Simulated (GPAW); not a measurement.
Input of a GPAW 26.7.0 run:

run.py

```python
import spglib
from ase import Atoms
from ase.calculators.mixing import SumCalculator
from ase.eos import EquationOfState
from ase.io import Trajectory, read
from ase.units import GPa
from dftd3.ase import DFTD3
from gpaw import GPAW, PW

atoms = read('GaN.cif')
cell, positions, numbers = spglib.find_primitive(
    (atoms.cell[:], atoms.get_scaled_positions(), atoms.numbers), symprec=1e-4)
atoms = Atoms(numbers, cell=cell, scaled_positions=positions, pbc=True)

traj = Trajectory('eos.traj', 'w')
volumes, energies = [], []
for x in [0.94, 0.96, 0.98, 1.0, 1.02, 1.04, 1.06]:
    a = atoms.copy()
    a.set_cell(atoms.cell * x**(1 / 3), scale_atoms=True)
    calc = GPAW(mode=PW(800),
                xc='revPBE',
                kpts={'size': (10, 10, 10), 'gamma': True},
                occupations={'name': 'fermi-dirac', 'width': 0.05},
                nbands=11,
                convergence={'density': 1e-05, 'energy': 1e-05},
                maxiter=150,
                txt=f'eos-{x:.2f}.txt')
    a.calc = SumCalculator([calc, DFTD3(method='revpbe', damping='d3zero')])
    energies.append(a.get_potential_energy())
    volumes.append(a.get_volume())
    p = -a.get_stress()[:3].mean() / GPa
    calc.write(f'eos-{x:.2f}.gpw')
    traj.write(a)
    print(f'{x:.2f} {volumes[-1]:10.4f} A^3 {energies[-1]:14.6f} eV {p:9.3f} GPa', flush=True)

v0, e0, B = EquationOfState(volumes, energies, eos='birchmurnaghan').fit()
print(f'V0 = {v0:.4f} A^3, E0 = {e0:.6f} eV, B0 = {B / GPa:.2f} GPa')
```

File GaN.cif:

```cif
data_GaN
_cell_length_a 4.50700122
_cell_length_b 4.50700122
_cell_length_c 4.50700122
_cell_angle_alpha 90.00000000
_cell_angle_beta 90.00000000
_cell_angle_gamma 90.00000000
_space_group_name_H-M_alt 'F-43m'
_space_group_name_Hall 'F -4 2 3'
_space_group_IT_number 216
loop_
_space_group_symop_operation_xyz
'x,y,z'
'y,-x,-z'
'-x,-y,z'
'-y,x,-z'
'x,-y,-z'
'y,x,z'
'-x,y,-z'
'-y,-x,z'
'z,x,y'
'-z,y,-x'
'z,-x,-y'
'-z,-y,x'
'-z,x,-y'
'z,y,x'
'-z,-x,y'
'z,-y,-x'
'y,z,x'
'-x,-z,y'
'-y,z,-x'
'x,-z,-y'
'-y,-z,x'
'x,z,y'
'y,-z,-x'
'-x,z,-y'
'x,y+1/2,z+1/2'
'y,-x+1/2,-z+1/2'
'-x,-y+1/2,z+1/2'
'-y,x+1/2,-z+1/2'
'x,-y+1/2,-z+1/2'
'y,x+1/2,z+1/2'
'-x,y+1/2,-z+1/2'
'-y,-x+1/2,z+1/2'
'z,x+1/2,y+1/2'
'-z,y+1/2,-x+1/2'
'z,-x+1/2,-y+1/2'
'-z,-y+1/2,x+1/2'
'-z,x+1/2,-y+1/2'
'z,y+1/2,x+1/2'
'-z,-x+1/2,y+1/2'
'z,-y+1/2,-x+1/2'
'y,z+1/2,x+1/2'
'-x,-z+1/2,y+1/2'
'-y,z+1/2,-x+1/2'
'x,-z+1/2,-y+1/2'
'-y,-z+1/2,x+1/2'
'x,z+1/2,y+1/2'
'y,-z+1/2,-x+1/2'
'-x,z+1/2,-y+1/2'
'x+1/2,y,z+1/2'
'y+1/2,-x,-z+1/2'
'-x+1/2,-y,z+1/2'
'-y+1/2,x,-z+1/2'
'x+1/2,-y,-z+1/2'
'y+1/2,x,z+1/2'
'-x+1/2,y,-z+1/2'
'-y+1/2,-x,z+1/2'
'z+1/2,x,y+1/2'
'-z+1/2,y,-x+1/2'
'z+1/2,-x,-y+1/2'
'-z+1/2,-y,x+1/2'
'-z+1/2,x,-y+1/2'
'z+1/2,y,x+1/2'
'-z+1/2,-x,y+1/2'
'z+1/2,-y,-x+1/2'
'y+1/2,z,x+1/2'
'-x+1/2,-z,y+1/2'
'-y+1/2,z,-x+1/2'
'x+1/2,-z,-y+1/2'
'-y+1/2,-z,x+1/2'
'x+1/2,z,y+1/2'
'y+1/2,-z,-x+1/2'
'-x+1/2,z,-y+1/2'
'x+1/2,y+1/2,z'
'y+1/2,-x+1/2,-z'
'-x+1/2,-y+1/2,z'
'-y+1/2,x+1/2,-z'
'x+1/2,-y+1/2,-z'
'y+1/2,x+1/2,z'
'-x+1/2,y+1/2,-z'
'-y+1/2,-x+1/2,z'
'z+1/2,x+1/2,y'
'-z+1/2,y+1/2,-x'
'z+1/2,-x+1/2,-y'
'-z+1/2,-y+1/2,x'
'-z+1/2,x+1/2,-y'
'z+1/2,y+1/2,x'
'-z+1/2,-x+1/2,y'
'z+1/2,-y+1/2,-x'
'y+1/2,z+1/2,x'
'-x+1/2,-z+1/2,y'
'-y+1/2,z+1/2,-x'
'x+1/2,-z+1/2,-y'
'-y+1/2,-z+1/2,x'
'x+1/2,z+1/2,y'
'y+1/2,-z+1/2,-x'
'-x+1/2,z+1/2,-y'
loop_
_atom_site_label
_atom_site_type_symbol
_atom_site_symmetry_multiplicity
_atom_site_Wyckoff_symbol
_atom_site_fract_x
_atom_site_fract_y
_atom_site_fract_z
_atom_site_occupancy
Ga1 Ga 4 a 0.0000000000 0.0000000000 0.0000000000 1
N1 N 4 d 0.2500000000 0.2500000000 0.7500000000 1
```

Potentials or basis: the program's PAW data sets (release 1.2.1) made for this functional, pw.

Launch:

```console
$ OMP_NUM_THREADS=1 python run.py
```

**Question.** Estimate the equilibrium volume.

**Answer.** 11.97 Å³/atom.

**Question.** Predict the pressure derivative of the bulk modulus.

**Answer.** 4.9 (rough: it moves with the points fitted).

**Question.** Estimate the bulk modulus.

**Answer.** 189 GPa.

Energy against volume, from the lowest point:
```tsv
volume (Å³/atom)	energy (meV/atom)
10.757	89.45
10.986	56.39
11.215	31.86
11.444	14.80
11.673	4.40
11.902	0.00
12.131	1.00
```

Caveat: the data sets keep Ga 3d, Li 1s and Be 1s frozen, and some such compounds lay over 1.5 % in volume off other programs.
